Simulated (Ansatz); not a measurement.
Input and command of a plane-wave DFT calculation in Ansatz:

```yaml
crystal:
  lattice:
    - [3.1867203447, 0.0, 0.0]
    - [-1.5933601724, 2.7597807732, 0.0]
    - [0.0, 0.0, 5.4984360739]
  atoms:
    - { symbol: Hf, position: [0.6666666667, 0.3333333333, 0.75] }
    - { symbol: Hf, position: [0.3333333333, 0.6666666667, 0.25] }
    - { symbol: C, position: [0.0, 0.0, 0.0] }
    - { symbol: C, position: [0.0, 0.0, 0.5] }
basis:
  ecutwfc: 500
kpoints:
  mp_grid: { grid: [6, 6, 4] }
hamiltonian:
  xc: r2scan
scf:
  occupations: { method: gaussian, width: 0.1 }
output:
  forces: true
  stress: true
  eigenvalues: true
```

```bash
ansatz run input.yaml --threads 1 --pin off --max-ram 2560MiB --backend cpu --events-out ev --progress --plain --runs-dir out
```

Processor: Intel(R) Xeon(R) Platinum 8488C (Sapphire Rapids), 1 thread, on a host shared with other jobs.

Question: How long does it run, and how much memory does it take?

Answer: About 4 s on 1 thread of Intel(R) Xeon(R) Platinum 8488C (Sapphire Rapids) (shared host), peak memory 0.51 GiB. It solves 36 bands at 21 k points (the mesh reduced by the symmetry that the task leaves, which can be less than the crystal's) with about 1251 plane waves, in 8 SCF iterations.
